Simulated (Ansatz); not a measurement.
Crystal: Gd.

```
Gd
1.0
    -2.02500    2.02500    2.02500
     2.02500   -2.02500    2.02500
     2.02500    2.02500   -2.02500
Gd
1
Direct
  0.00000 0.00000 0.00000
```

This isn't the form of Gd at room conditions, which is hcp.

Base run:

```yaml
Program: Ansatz 0.2.0
Functional: PBE
Potentials_or_basis: Ansatz PAW
Cutoff: "420 eV (not typed: the program's choice for these potentials)"
k_mesh: 9 × 9 × 9
Occupations: fermi-dirac, width 0.05 eV
Spin: no spin polarisation
```

Its results: band gap on the k mesh none (metal or under the smearing width); pressure -2.3 GPa.

Task: The run is repeated on the same cell with these changes: spin from no spin polarisation to collinear spin, random start. What comes out?

Result: Band gap on the k mesh none (metal or under the smearing width); pressure -0.1 GPa; net moment 7.60 μB per cell; site moments Gd +7.32 μB.

Caveats: spin-orbit coupling is left out, which moves the levels of the heavy elements (some runs).
